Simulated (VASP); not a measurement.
# Sb (Pm-3m) in VASP: a series of runs, part 2 of 2

VASP 6.6.1. The steps go on from the part before.

## 4. Single point, BLYP

INCAR

```
SYSTEM = Sb
AGGAC = 1.0
AGGAX = 1.0
ALDAC = 0.0
ALDAX = 1.0
ALGO = Normal
EDIFF = 1E-7
ENCUT = 520
GGA = B5
ISIF = 2
ISMEAR = -1
LASPH = .True.
LCHARG = .False.
LREAL = .False.
LWAVE = .False.
NBANDS = 8
NELM = 80
PREC = Accurate
SIGMA = 0.1
```

KPOINTS

```
k-points
0
Gamma
  10 10 10
  0 0 0
```

POSCAR

```
Sb
1.0
    3.1891272082      0.0000000000      0.0000000000
    0.0000000000      3.1891272082      0.0000000000
    0.0000000000      0.0000000000      3.1891272082
Sb
1
Direct
    0.0000000000      0.0000000000      0.0000000000
```

Run with:

```bash
cat potpaw_PBE.64/Sb/POTCAR > POTCAR
mpirun -np 1 vasp_std > vasp.out
```

Wall time 8.9 s (1 thread of Intel Xeon 6975P-C (Granite Rapids), shared host); peak memory 0.14 GiB.

It converged, with:

| Item | Value |
| --- | --- |
| Free energy | -3.3500 eV |
| Pressure | 0.2 GPa |
| Band gap on the k mesh | none (metal or under the smearing width) |

Levels at points of the mesh, in eV from the Fermi level:
| k point | band 1 | band 2 | band 3 | band 4 | band 5 | band 6 | band 7 |
| --- | --- | --- | --- | --- | --- | --- | --- |
| (0.00, 0.00, 0.00) | -11.75 | 3.03 | 3.03 | 3.03 | 7.07 | 7.07 | 8.23 |
| (0.50, 0.00, 0.00) | -9.67 | -4.88 | 4.73 | 4.73 | 8.92 | 10.77 | 11.15 |
| (0.50, 0.50, 0.00) | -7.48 | -3.11 | -3.11 | 2.87 | 6.42 | 12.31 | 13.10 |
| (0.50, 0.50, 0.50) | -5.09 | -1.45 | -1.45 | -1.45 | 5.24 | 5.24 | 5.24 |

Caveat: the PAW data sets were made with another functional, which shifts forces and pressure a little.

## 5. Relaxation of cell and atoms, BLYP

This run uses another cell than the first one, of 29.36 Å³/atom, 0.905 times its volume.

INCAR

```
PREC = Accurate
ENCUT = 600
EDIFF = 1E-7
ISMEAR = -1
SIGMA = 0.1
LREAL = F
LASPH = T
NELM = 60
ALGO = Normal
ISIF = 3
LWAVE = F
LCHARG = F
GGA = B5
ALDAX = 1.0
AGGAX = 1.0
AGGAC = 1.0
ALDAC = 0.0
IBRION = 2
NSW = 80
EDIFFG = -0.01
```

KPOINTS

```
regular mesh
0
Gamma
  10 10 10
```

POSCAR

```
Sb
1.0
    3.0848839383      0.0000000000      0.0000000000
    0.0000000000      3.0848839383      0.0000000000
    0.0000000000      0.0000000000      3.0848839383
Sb
1
Direct
    0.0000000000      0.0000000000      0.0000000000
```

Potentials or basis: VASP PAW PBE potentials, release 64 (Sb).

Run with:

```bash
cat potpaw_PBE.64/Sb/POTCAR > POTCAR
mpirun -np 1 vasp_std > vasp.out
```

OUTCAR:

```text
PREC = Accurate
   ENCUT = 600
   EDIFF = 1E-7
   ISMEAR = -1
   LREAL = F
   LASPH = T
   NELM = 60
   ISIF = 3
   GGA = B5
   IBRION = 2
   NSW = 80
   EDIFFG = -0.01

 ion  position               nearest neighbor table
   1  0.000  0.000  0.000-

  LATTYP: Found a simple cubic cell.
 ALAT       =     3.0848839383

  Lattice vectors:

 A1 = (   3.0848839383,   0.0000000000,   0.0000000000)
 A2 = (   0.0000000000,   3.0848839383,   0.0000000000)
 A3 = (   0.0000000000,   0.0000000000,   3.0848839383)

Analysis of symmetry for initial positions (statically):
=====================================================================
 Subroutine PRICEL returns:
 Original cell was already a primitive cell.

 Routine SETGRP: Setting up the symmetry group for a
 simple cubic supercell.

 Subroutine GETGRP returns: Found 48 space group operations
 (whereof 48 operations were pure point group operations)
 out of a pool of 48 trial point group operations.

The static configuration has the point symmetry O_h .

Analysis of symmetry for dynamics (positions and initial velocities):
=====================================================================
 Subroutine PRICEL returns:
 Original cell was already a primitive cell.

 Routine SETGRP: Setting up the symmetry group for a
 simple cubic supercell.
[... 162 lines left out ...]
  in kB       58.2248099     58.2248099     58.2248099      0.0000000      0.0000000      0.0000000
  external PRESSURE =      58.2248099 kB  Pullay stress =       0.0000000 kB
[... 57 lines left out ...]
--------------------------------------- Ionic step        3  -------------------------------------------

 number of electron       5.0000000 magnetization

 Free energy of the ion-electron system (eV)
  ---------------------------------------------------
  ext. energy  EPLUGINS =         0.00000000
  ---------------------------------------------------
  free energy    TOTEN  =        -3.34996848 eV

  energy without entropy =       -3.33545005  energy(sigma->0) =       -3.34270927

 E-fermi :   6.5022     XC(G=0):  -8.5905

 val. band max:        6.3869211486   @ k =   0.5000   0.3000   0.3000
 cond. band min:       6.5424801705   @ k =   0.2000   0.2000   0.0000
 fundamental gap:      0.1555590219
 Fermi energy:         6.5021546678

 k-point     1 :       0.0000    0.0000    0.0000
  band No.  band energies     occupation
      1      -5.2199      2.00000
      2       9.5257      0.00000
      3       9.5257      0.00000
      4       9.5257      0.00000
      5      13.5637      0.00000
      6      13.5637      0.00000
[... 199 lines left out ...]
 k-point    24 :       0.3000    0.1000    0.1000
  band No.  band energies     occupation
      1      -3.8657      2.00000
      2       4.0943      2.00000
      3       9.1692      0.00000
      4       9.3997      0.00000
      5      16.1568      0.00000
      6      16.2343      0.00000

 [... further k-points ...]

------------------------ aborting loop because EDIFF is reached ----------------------------------------

  FORCE on cell =-STRESS in cart. coord.  units (eV):
  Direction    XX          YY          ZZ          XY          YZ          ZX
  --------------------------------------------------------------------------------------
  -------------------------------------------------------------------------------------
  Total        0.0035615      0.0035615      0.0035615      0.0000000     -0.0000000     -0.0000000
  in kB        0.1752868      0.1752868      0.1752868      0.0000000     -0.0000000     -0.0000000
  external PRESSURE =       0.1752868 kB  Pullay stress =       0.0000000 kB
[... 16 lines left out ...]
  FREE ENERGIE OF THE ION-ELECTRON SYSTEM (eV)
  ---------------------------------------------------
  free  energy   TOTEN  =        -3.3499684804 eV

  energy  without entropy=       -3.3354500528  energy(sigma->0) =       -3.34270927

 reached required accuracy - stopping structural energy minimisation
```

OSZICAR:

```text
N       E                     dE             d eps       ncg     rms          rms(c)
DAV:   1     0.108003121211E+02    0.10800E+02   -0.17161E+03   672   0.609E+02
DAV:   2    -0.301468394724E+01   -0.13815E+02   -0.13162E+02  1008   0.785E+01
DAV:   3    -0.328908841391E+01   -0.27440E+00   -0.25801E+00   822   0.115E+01
DAV:   4    -0.329072194313E+01   -0.16335E-02   -0.16335E-02   960   0.103E+00
[... 22 lines left out ...]
DAV:   4    -0.334998543693E+01    0.21305E-05   -0.12882E-04   720   0.108E-01    0.945E-02
DAV:   5    -0.334996867631E+01    0.16761E-04   -0.14978E-05   720   0.348E-02    0.361E-02
DAV:   6    -0.334996812674E+01    0.54957E-06   -0.36920E-07   780   0.585E-03    0.136E-02
DAV:   7    -0.334996849587E+01   -0.36913E-06   -0.96231E-08   678   0.232E-03    0.409E-03
DAV:   8    -0.334996848036E+01    0.15503E-07   -0.60501E-09   336   0.731E-04
   3 F= -.33499685E+01 E0= -.33427093E+01  d E =-.526417E-01
```

Wall time 28 s (1 thread of Intel Xeon 6975P-C (Granite Rapids), shared host); peak memory 0.16 GiB.

Results:

```
Free energy                            : -3.3500 eV
Relaxed volume                         : 32.55 Å³/atom
Relaxed cell                           : a = 3.193 Å, b = 3.193 Å, c = 3.193 Å, α = 90.00°, β = 90.00°, γ = 90.00°
Space group after relaxing (to 0.05 Å) : Pm-3m (No. 221)
Energy gained by relaxing              : 52.6 meV/atom
Ionic steps                            : 3
Pressure after relaxing                : 0.0 GPa
Band gap on the k mesh                 : none (metal or under the smearing width)
```

The path:
```csv
step,energy change (eV),largest force (eV/Å),pressure (GPa),volume (Å³)
1,0.0000,0.0000,5.82,29.36
2,-0.0434,0.0000,-1.82,34.13
3,-0.0526,0.0000,0.02,32.55
```

Final structure:
```
CELL_PARAMETERS angstrom
3.19299 0.00000 0.00000
0.00000 3.19299 0.00000
0.00000 0.00000 3.19299
ATOMIC_POSITIONS crystal
Sb 0.00000 0.00000 0.00000
```

Caveat: the PAW data sets were made with another functional, which shifts forces and pressure a little.

## 6. Summary

| task | cell | k mesh | cutoff (eV) | gap on the mesh (eV) | pressure (GPa) |
| --- | --- | --- | --- | --- | --- |
| single point | Pm-3m, 32.44 Å³/atom | 16 × 16 × 16 | 520 | none | 0.4 |
| single point | Pm-3m, 33.73 Å³/atom | 11 × 11 × 11 | 520 | none | -1.0 |
| single point | Pm-3m, 32.44 Å³/atom | 10 × 10 × 10 | 520 | none | 0.2 |
| relaxation of cell and atoms | relaxed | 10 × 10 × 10 | 600 | none | 0.0 |

Alike in all rows: level BLYP; potentials or basis VASP PAW PBE potentials, release 64 (Sb); no spin polarisation; smearing fermi-dirac 0.1 eV.

Every run on the cell as given and a fine mesh finds a metal.

Caveats: the PAW data sets were made with another functional, which shifts forces and pressure a little.

Total energies depend on the potentials used, so only differences within one code and one set of settings carry meaning.
